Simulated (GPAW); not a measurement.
# Equation of state of Ni under PBEsol+D4

Symmetry: Fm-3m, No. 225, cubic system. Conventional cell: a = 3.475 Å, b = 3.475 Å, c = 3.475 Å, α = 90.00°, β = 90.00°, γ = 90.00°. Ni (site symmetry m-3m) has 12 Ni at 2.46 Å as nearest neighbours.

The cell was scaled at fixed shape and fractions and run with GPAW, PAW data sets generated for this functional, cutoff 600 eV; PBEsol+D4, k mesh 11 × 11 × 11 on the cell of 1 atom, fermi-dirac occupations of 0.05 eV, collinear spin, ferromagnetic start, no spin-orbit coupling. Energies are those that the program minimises, any entropy of the smearing included. For a metal such a mesh isn't converged to the digits shown. The magnetic state is the one that the start led to, which needn't be the lowest.

| V (Å³/atom) | energy over the lowest row (meV/atom) |
| --- | --- |
| 9.8625 | 18.76 |
| 10.0723 | 5.55 |
| 10.2822 | 0.00 |
| 10.4920 | ? |
| 10.7019 | 8.56 |
| 10.9117 | 21.24 |
| 11.1215 | 38.64 |

Question: Fit the third-order Birch-Murnaghan form, give V0, B0 and B′, and predict the energy left open.

Answer: With y = (V0/V)^(2/3), E = E0 + (9 V0 B0/16) [(y - 1)³ B′ + (y - 1)² (6 - 4y)]. Least squares through the rows shown give V0 = 10.3452 Å³/atom, E0 = -0.30 meV, B0 = 246.9 GPa (1 eV/Å³ = 160.218 GPa) and B′ = 4.89, with a largest miss of 0.01 meV. At V = 10.4920 the form with these constants gives 1.26 meV; the run gave 1.26 meV an atom. Measured volume: 10.94 Å³/atom at 298 K (a printed reference work), so the fit lies -5.4 % from it. The runs are for a static lattice.
